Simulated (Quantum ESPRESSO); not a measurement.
# Sb (P2_1/m) in Quantum ESPRESSO: reference runs

Reference runs on Sb: the cell as given and a disturbed copy.

Everything below comes from runs of Quantum ESPRESSO 7.5. Logs are shortened: lines on timing, memory, paths and dates and some standing lists are left out, and cuts for length are marked.

## (1) Starting point

It takes space group P2_1/m (No. 11, monoclinic). Conventional cell: a = 3.122 Å, b = 4.348 Å, c = 4.406 Å, α = 90.00°, β = 90.51°, γ = 90.00°. Sb (site symmetry m) is surrounded by 6 Sb at 3.04 to 3.15 Å.

This isn't the form of Sb at room conditions, which is rhombohedral.

## (2) Single point, PBEsol

Contents of pw.in:

```
&CONTROL
  calculation = 'scf'
  prefix = 'pwscf'
  outdir = './tmp'
  pseudo_dir = './pseudo'
  tprnfor = .true.
  tstress = .true.
  disk_io = 'low'
/
&SYSTEM
  ibrav = 0
  celldm(1) = 8
  nat = 2
  ntyp = 1
  ecutwfc = 45
  ecutrho = 360
  nbnd = 22
  occupations = 'smearing'
  smearing = 'fd'
  degauss = 0.00367493
/
&ELECTRONS
  conv_thr = 4d-10
  electron_maxstep = 120
  mixing_beta = 0.5
/
ATOMIC_SPECIES
Sb   121.7600 sb_pbesol_v1.4.uspp.F.UPF
CELL_PARAMETERS alat
  0.7375605788730   0.0000000000000   0.0000000000000
  0.0000000000000   1.0269522927351   0.0000000000000
 -0.0091923365175   0.0000000000000   1.0407317032043
ATOMIC_POSITIONS crystal
Sb     0.0113890000    0.2500000000    0.2411660000
Sb     0.9886110000    0.7500000000    0.7588340000
K_POINTS automatic
9 6 6 0 0 0
```

Contents of pp_density.in:

```
&INPUTPP
  prefix = 'pwscf'
  outdir = './tmp'
  filplot = 'density.dat'
  plot_num = 0
/
&PLOT
  nfile = 1
  filepp(1) = 'density.dat'
  iflag = 3
  output_format = 6
  fileout = 'density.cube'
/
```

Contents of pp_potential.in:

```
&INPUTPP
  prefix = 'pwscf'
  outdir = './tmp'
  filplot = 'potential.dat'
  plot_num = 11
/
&PLOT
  nfile = 1
  filepp(1) = 'potential.dat'
  iflag = 3
  output_format = 6
  fileout = 'potential.cube'
/
```

Potentials or basis: GBRV 1.5 PBEsol.

Run with:

```console
OMP_NUM_THREADS=1 mpirun -n 2 pw.x -nk 2 -in pw.in > pw.out
OMP_NUM_THREADS=1 mpirun -n 1 pp.x -in pp_density.in > pp_density.out
OMP_NUM_THREADS=1 mpirun -n 1 pp.x -in pp_potential.in > pp_potential.out
```

pw.out:

```text
This program is part of the open-source Quantum ESPRESSO suite
     for quantum simulation of materials; please cite
         "P. Giannozzi et al., J. Phys.:Condens. Matter 21 395502 (2009);
         "P. Giannozzi et al., J. Phys.:Condens. Matter 29 465901 (2017);
         "P. Giannozzi et al., J. Chem. Phys. 152 154105 (2020);
     in publications or presentations arising from this work. More details at

     Message from routine setup:
     using ibrav=0 with symmetry is DISCOURAGED, use correct ibrav instead

     K-points division:     npool     =       2
     Subspace diagonalization in iterative solution of the eigenvalue problem:
     a serial algorithm will be used

     G-vector sticks info
     --------------------
     sticks:   dense  smooth     PW     G-vecs:    dense   smooth      PW
     Sum        1383     699    203                46601    16477    2751

     Using Slab Decomposition

     bravais-lattice index     =            0
     lattice parameter (alat)  =       8.0000  a.u.
     unit-cell volume          =     403.6052 (a.u.)^3
     number of atoms/cell      =            2
     number of atomic types    =            1
     number of electrons       =        30.00
     number of Kohn-Sham states=           22
     kinetic-energy cutoff     =      45.0000  Ry
     charge density cutoff     =     360.0000  Ry
     scf convergence threshold =      4.0E-10
     mixing beta               =       0.5000
     number of iterations used =            8  plain     mixing
     Exchange-correlation= SLA  PW   PSX  PSC
                           (   1   4  10   8   0   0   0)

     celldm(1)=   8.000000  celldm(2)=   0.000000  celldm(3)=   0.000000
     celldm(4)=   0.000000  celldm(5)=   0.000000  celldm(6)=   0.000000

     crystal axes: (cart. coord. in units of alat)
               a(1) = (   0.737561   0.000000   0.000000 )
               a(2) = (   0.000000   1.026952   0.000000 )
               a(3) = (  -0.009192   0.000000   1.040732 )

     reciprocal axes: (cart. coord. in units 2 pi/alat)
               b(1) = (  1.355821 -0.000000  0.011975 )
               b(2) = (  0.000000  0.973755 -0.000000 )
               b(3) = (  0.000000  0.000000  0.960862 )

     PseudoPot. # 1 for Sb read from file:
     sb_pbesol_v1.4.uspp.F.UPF
     Pseudo is Ultrasoft + core correction, Zval = 15.0
     Generated by new atomic code, or converted to UPF format
     Using radial grid of  891 points,  6 beta functions with:
                l(1) =   0
                l(2) =   0
                l(3) =   1
                l(4) =   1
                l(5) =   2
                l(6) =   2
     Q(r) pseudized with  8 coefficients,  rinner =    1.350   1.350   1.350
                                                       1.350   1.350

     atomic species   valence    mass     pseudopotential
     Sb               15.00   121.76000     Sb( 1.00)

      4 Sym. Ops., with inversion, found ( 2 have fractional translation)

   Cartesian axes

     site n.     atom                  positions (alat units)
         1        Sb     tau(   1) = (   0.0061832   0.2567381   0.2509891  )
         2        Sb     tau(   2) = (   0.7221850   0.7702142   0.7897426  )

     number of k points=   112  Fermi-Dirac smearing, width (Ry)=  0.0037

     Number of k-points >= 100: set verbosity='high' to print them.

     Dense  grid:    46601 G-vectors     FFT dimensions: (  36,  50,  54)

     Smooth grid:    16477 G-vectors     FFT dimensions: (  25,  36,  36)

     Check: negative core charge=   -0.000003

     Initial potential from superposition of free atoms

     starting charge      28.0000, renormalised to      30.0000
     Starting wfcs are   18 randomized atomic wfcs +    4 random wfcs

     Self-consistent Calculation

     iteration #  1     ecut=    45.00 Ry     beta= 0.50
     Davidson diagonalization with overlap
     ethr =  1.00E-02,  avg # of iterations =  6.2

     total energy              =    -368.77584977 Ry
     estimated scf accuracy    <       2.06587139 Ry

     iteration #  2     ecut=    45.00 Ry     beta= 0.50
     Davidson diagonalization with overlap
     ethr =  6.89E-03,  avg # of iterations =  2.0

     total energy              =    -369.19350725 Ry
     estimated scf accuracy    <       0.02084052 Ry

     iteration #  3     ecut=    45.00 Ry     beta= 0.50
     Davidson diagonalization with overlap
     ethr =  6.95E-05,  avg # of iterations =  3.4

     total energy              =    -369.19511687 Ry
     estimated scf accuracy    <       0.00257484 Ry

     iteration #  4     ecut=    45.00 Ry     beta= 0.50
     Davidson diagonalization with overlap
     ethr =  8.58E-06,  avg # of iterations =  2.8

     total energy              =    -369.19531265 Ry
     estimated scf accuracy    <       0.00005152 Ry

     iteration #  5     ecut=    45.00 Ry     beta= 0.50
     Davidson diagonalization with overlap
     ethr =  1.72E-07,  avg # of iterations =  2.7

     total energy              =    -369.19532356 Ry
     estimated scf accuracy    <       0.00000680 Ry

     iteration #  6     ecut=    45.00 Ry     beta= 0.50
     Davidson diagonalization with overlap
     ethr =  2.27E-08,  avg # of iterations =  2.0

     total energy              =    -369.19532395 Ry
     estimated scf accuracy    <       0.00000014 Ry

     iteration #  7     ecut=    45.00 Ry     beta= 0.50
     Davidson diagonalization with overlap
     ethr =  4.73E-10,  avg # of iterations =  2.9

     total energy              =    -369.19532403 Ry
     estimated scf accuracy    <          2.6E-09 Ry

     iteration #  8     ecut=    45.00 Ry     beta= 0.50
     Davidson diagonalization with overlap
     ethr =  8.72E-12,  avg # of iterations =  3.0

     End of self-consistent calculation

     Number of k-points >= 100: set verbosity='high' to print the bands.

     the Fermi energy is    10.0543 ev

!    total energy              =    -369.19532403 Ry
     estimated scf accuracy    <          1.0E-10 Ry
     smearing contrib. (-TS)   =      -0.00095332 Ry
     internal energy E=F+TS    =    -369.19437071 Ry

     The total energy is F=E-TS. E is the sum of the following terms:
     one-electron contribution =    -162.22635055 Ry
     hartree contribution      =      97.75503745 Ry
     xc contribution           =     -87.12406237 Ry
     ewald contribution        =    -217.59899524 Ry

     convergence has been achieved in   8 iterations

     Forces acting on atoms (cartesian axes, Ry/au):

     atom    1 type  1   force =    -0.00118673    0.00000000    0.00136867
     atom    2 type  1   force =     0.00118673    0.00000000   -0.00136867

     Total force =     0.002562     Total SCF correction =     0.000016

     Computing stress (Cartesian axis) and pressure

          total   stress  (Ry/bohr**3)                   (kbar)     P=      -23.89
  -0.00014102   0.00000000   0.00000540          -20.75        0.00        0.79
   0.00000000  -0.00018177   0.00000000            0.00      -26.74        0.00
   0.00000540   0.00000000  -0.00016444            0.79        0.00      -24.19

=------------------------------------------------------------------------------=
   JOB DONE.
=------------------------------------------------------------------------------=
```

It took 33 s on 2 MPI ranks of Arm Neoverse V1, shared host; peak memory 0.34 GiB.

What came out:

```
Free energy            : -5023.1583 eV
Pressure               : -2.4 GPa
Largest force          : 0.047 eV/Å
Band gap on the k mesh : none (metal or under the smearing width)
```

Forces in eV/Å, atoms in the order of the input:
```
Sb  -0.031  0.000  0.035
Sb   0.031  0.000 -0.035
```

Levels at points of the mesh, in eV from the Fermi level:
| k point | band 13 | band 14 | band 15 | band 16 | band 17 | band 18 |
| --- | --- | --- | --- | --- | --- | --- |
| (0.00, 0.00, 0.00) | -3.69 | -3.56 | 1.97 | 2.98 | 3.20 | 3.33 |
| (0.00, 0.00, -0.50) | -1.64 | -1.12 | -1.01 | -0.86 | 4.44 | 4.82 |
| (0.00, -0.50, 0.00) | -1.55 | -1.55 | -0.98 | -0.98 | 4.66 | 4.66 |
| (0.00, -0.50, -0.50) | -5.69 | -5.69 | 4.99 | 4.99 | 5.25 | 5.25 |

The run has no spin-orbit coupling, so splittings on Sb are missing.

## (3) Single point, PBEsol (atoms moved at random, drawn with an rms of 0.05 Å)

Contents of pw.in:

```
&CONTROL
  calculation = 'scf'
  prefix = 'pwscf'
  outdir = './tmp'
  pseudo_dir = './pseudo'
  tprnfor = .true.
  tstress = .true.
  disk_io = 'nowf'
/
&SYSTEM
  ibrav = 0
  nat = 2
  ntyp = 1
  ecutwfc = 45
  ecutrho = 360
  nbnd = 22
  occupations = 'smearing'
  smearing = 'fd'
  degauss = 0.00367493
/
&ELECTRONS
  conv_thr = 4d-10
  electron_maxstep = 120
  mixing_beta = 0.5
/
ATOMIC_SPECIES
Sb   121.7600 sb_pbesol_v1.4.uspp.F.UPF
CELL_PARAMETERS angstrom
   3.1224020000    0.0000000000    0.0000000000
   0.0000000000    4.3475180000    0.0000000000
  -0.0389150000    0.0000000000    4.4058520000
ATOMIC_POSITIONS crystal
Sb     0.0121760000    0.2614880000    0.2426090000
Sb     1.0015420000    0.7464850000    0.7653540000
K_POINTS automatic
9 6 6 0 0 0
```

Potentials or basis: GBRV 1.5 PBEsol.

Run with:

```console
OMP_NUM_THREADS=1 mpirun -n 2 pw.x -nk 2 -in pw.in > pw.out
```

pw.out:

```text
This program is part of the open-source Quantum ESPRESSO suite
     for quantum simulation of materials; please cite
[... 10 lines left out ...]
     --------------------
     sticks:   dense  smooth     PW     G-vecs:    dense   smooth      PW
     Sum        1383     699    203                46601    16477    2751

     Using Slab Decomposition

     bravais-lattice index     =            0
     lattice parameter (alat)  =       5.9005  a.u.
     unit-cell volume          =     403.6052 (a.u.)^3
     number of atoms/cell      =            2
     number of atomic types    =            1
     number of electrons       =        30.00
     number of Kohn-Sham states=           22
     kinetic-energy cutoff     =      45.0000  Ry
     charge density cutoff     =     360.0000  Ry
     scf convergence threshold =      4.0E-10
     mixing beta               =       0.5000
     number of iterations used =            8  plain     mixing
     Exchange-correlation= SLA  PW   PSX  PSC
                           (   1   4  10   8   0   0   0)

     celldm(1)=   5.900485  celldm(2)=   0.000000  celldm(3)=   0.000000
     celldm(4)=   0.000000  celldm(5)=   0.000000  celldm(6)=   0.000000

     crystal axes: (cart. coord. in units of alat)
               a(1) = (   1.000000   0.000000   0.000000 )
               a(2) = (   0.000000   1.392363   0.000000 )
               a(3) = (  -0.012463   0.000000   1.411046 )

     reciprocal axes: (cart. coord. in units 2 pi/alat)
               b(1) = (  1.000000 -0.000000  0.008833 )
               b(2) = (  0.000000  0.718203 -0.000000 )
               b(3) = (  0.000000  0.000000  0.708694 )

     PseudoPot. # 1 for Sb read from file:
     sb_pbesol_v1.4.uspp.F.UPF
     Pseudo is Ultrasoft + core correction, Zval = 15.0
     Generated by new atomic code, or converted to UPF format
     Using radial grid of  891 points,  6 beta functions with:
                l(1) =   0
                l(2) =   0
                l(3) =   1
                l(4) =   1
                l(5) =   2
                l(6) =   2
     Q(r) pseudized with  8 coefficients,  rinner =    1.350   1.350   1.350
                                                       1.350   1.350

     atomic species   valence    mass     pseudopotential
     Sb               15.00   121.76000     Sb( 1.00)

     No symmetry found

   Cartesian axes

     site n.     atom                  positions (alat units)
         1        Sb     tau(   1) = (   0.0091523   0.3640863   0.3423324  )
         2        Sb     tau(   2) = (   0.9920033   1.0393783   1.0799495  )

     number of k points=   164  Fermi-Dirac smearing, width (Ry)=  0.0037

     Number of k-points >= 100: set verbosity='high' to print them.

     Dense  grid:    46601 G-vectors     FFT dimensions: (  36,  50,  54)

     Smooth grid:    16477 G-vectors     FFT dimensions: (  25,  36,  36)

     Check: negative core charge=   -0.000003

     Initial potential from superposition of free atoms

     starting charge      28.0000, renormalised to      30.0000
     Starting wfcs are   18 randomized atomic wfcs +    4 random wfcs

     Self-consistent Calculation

     iteration #  1     ecut=    45.00 Ry     beta= 0.50
     Davidson diagonalization with overlap
     ethr =  1.00E-02,  avg # of iterations =  6.4

     total energy              =    -368.77452878 Ry
     estimated scf accuracy    <       2.06682200 Ry
[... 50 lines left out ...]
     iteration #  9     ecut=    45.00 Ry     beta= 0.50
     Davidson diagonalization with overlap
     ethr =  3.35E-12,  avg # of iterations =  2.0

     End of self-consistent calculation

     Number of k-points >= 100: set verbosity='high' to print the bands.

     the Fermi energy is    10.0520 ev

!    total energy              =    -369.19510194 Ry
     estimated scf accuracy    <          7.3E-11 Ry
     smearing contrib. (-TS)   =      -0.00099047 Ry
     internal energy E=F+TS    =    -369.19411147 Ry

     The total energy is F=E-TS. E is the sum of the following terms:
     one-electron contribution =    -162.46903657 Ry
     hartree contribution      =      97.87853459 Ry
     xc contribution           =     -87.12726630 Ry
     ewald contribution        =    -217.47634319 Ry

     convergence has been achieved in   9 iterations

     Forces acting on atoms (cartesian axes, Ry/au):

     atom    1 type  1   force =    -0.00052029   -0.00315085    0.00213330
     atom    2 type  1   force =     0.00052029    0.00315085   -0.00213330

     Total force =     0.005431     Total SCF correction =     0.000008

     Computing stress (Cartesian axis) and pressure

          total   stress  (Ry/bohr**3)                   (kbar)     P=      -21.74
  -0.00011405   0.00000092   0.00000597          -16.78        0.14        0.88
   0.00000092  -0.00017208  -0.00002897            0.14      -25.31       -4.26
   0.00000597  -0.00002897  -0.00015721            0.88       -4.26      -23.13

=------------------------------------------------------------------------------=
   JOB DONE.
=------------------------------------------------------------------------------=
```

Wall time 47 s (2 MPI ranks of Arm Neoverse V1, shared host); peak memory 0.36 GiB.

Results:

| Property | Result |
| --- | --- |
| Free energy | -5023.1553 eV |
| Pressure | -2.2 GPa |
| Largest force | 0.099 eV/Å |
| Band gap on the k mesh | none (metal or under the smearing width) |

Forces in eV/Å, atoms in the order of the input:
```
Sb  -0.013 -0.081  0.055
Sb   0.013  0.081 -0.055
```

Spin-orbit coupling is left out, which matters for the levels of Sb.
